Zinc-blende GaN at several volumes, computed with Ansatz 0.2.0 using r2SCAN, scalar-relativistic PAW and plane waves, without spin polarisation. The cutoff is 500 eV, the k mesh 10×10×10 and the Gaussian smearing 0.02 eV. Both gaps are differences between Kohn–Sham levels on the k mesh, at fixed atomic positions.

| volume (Å³/atom) | shortest distance (Å) | band gap (eV) | least direct gap (eV) |
| --- | --- | --- | --- |
| 10.692 | 1.908 | 2.584 | 2.584 |
| 11.033 | 1.928 | 2.373 | 2.373 |
| 11.252 | 1.941 | 2.241 | 2.241 |
| 11.374 | 1.948 | 2.168 | 2.168 |
| 11.716 | 1.967 | 1.970 | 1.970 |
| 11.763 | 1.970 | 1.943 | 1.943 |
| 12.057 | 1.986 | 1.777 | 1.777 |

## What expansion does

The table follows one crystal, zinc-blende gallium nitride, as its bonds are stretched at fixed structure. Its volume grows by 13% from the first row to the last, its bonds lengthen by only 4%, and its band gap shrinks by 31%. The question is why so small a stretch of the bonds removes so much of the gap.

The two gap columns agree in every row because the highest filled and the lowest empty level both lie at Γ, the wavevector at which the electronic wavefunction has the same phase in every unit cell. One pair of levels therefore has to be understood.

## Which levels move

The computed levels at Γ show a threefold valence top and a single conduction level. In tetrahedral surroundings a single level of this kind can hold s orbitals but no p or d orbitals. Standard bonding theory identifies it as the antibonding combination of Ga 4s and N 2s, and the valence top as mainly N 2p with some bonding admixture of Ga 4p.

An antibonding level is pushed up by the overlap of neighbouring orbitals. Longer bonds weaken the overlap, so the level sinks. The bonding valence top should lose some of its stabilisation at the same time, so the two edges approach each other. How much each edge contributes stays open, because separate periodic cells share no common zero of energy.

The hydrogen molecule shows the same effect in its simplest form: pull the nuclei apart, and the antibonding level falls towards the bonding one. The likeness ends there. In H₂ the two levels are partners made from the same orbitals, whereas in GaN the bonding partner of the conduction level lies deep in the valence band and the gap opens above p states.

## Why the fall is so steep

Take the limiting case in which the gap, as in H₂, is nothing but a coupling between neighbours. In solids near their normal bond length d, such couplings weaken roughly as 1/d². Starting from the first row, the last gap should then be 2.584 eV × (1.908/1.986)² = 2.39 eV. The calculation gives 1.78 eV, a fall four times as large as this estimate allows.

The missing piece is that s and p orbitals start at different energies. In a simple orbital picture at Γ,

gap = S + P − D.

Here S is half the splitting between the bonding and antibonding s levels, P is the same for the p levels, and D is the height of the average atomic p level above the average atomic s level. Stretching the bonds weakens the couplings and so reduces S and P. Both shrink by a smaller share than the couplings themselves, because part of each splitting comes from the different orbital energies of Ga and N. In this picture D belongs to the atoms and stays. The gap is thus the remainder of larger energies, and a modest loss in S and P takes a large share of it. The calculation does not give S, P and D separately, so this step is an argument, and it leaves out the Ga 3d orbitals.

## A test at other wavevectors

The wavevector decides how the contributions of the four neighbours combine. At Γ their s–s couplings add up fully; at X, on the zone boundary, they cancel. If s–s coupling alone set the response, the conduction level should move strongly at Γ and weakly at X.

The levels computed at Γ and X agree with this. When the volume rises from 11.374 to 11.763 Å³ per atom, the conduction level, measured from the valence top, falls by 0.225 eV at Γ and by only 0.014 eV at X. A uniform lowering of the whole conduction band is thereby excluded.

At L, another boundary point, the s–s coupling is half as strong as at Γ, yet the level falls by 0.241 eV. Away from Γ, s and p orbitals mix, and counting s–s couplings no longer gives the size of the shift. That holds at X as well, where s orbitals couple to neighbouring p orbitals and this coupling also weakens with distance. The small shift at X therefore cannot be credited to the missing s–s coupling alone.

## Why the steps look uneven

The gap drops by 0.211 eV in the first step but by only 0.027 eV between 11.716 and 11.763 Å³ per atom. The latter step is small because the volume hardly changes there. For equal percentage changes of volume the response is the same throughout, within the rounding of the table: about 0.067 eV less gap for each percent of expansion. The orbital picture explains the direction of this response but does not derive its constancy.

## What this means for a light emitter

Where GaN emits light across its gap, a uniform expansion of the crystal should shift that light towards longer wavelengths. The 0.067 eV per percent covers the change of volume only. A film strained by its substrate is also distorted in shape, which these cubic cells do not test. Nor do they test wurtzite, the stable form of GaN; zinc blende is metastable.

The gap itself should not be used to predict a colour. At the volume of zero computed pressure, 11.374 Å³ per atom, r2SCAN gives 2.17 eV, well below the measured gap, as is usual for functionals of this kind. Spin–orbit coupling and atomic vibrations are absent from the calculation, but their effects are known to be much smaller than this shortfall, which lies mainly with the functional. Whether the slope carries a similar error cannot be judged from these rows; that would take a more accurate level of theory or a measurement under pressure.
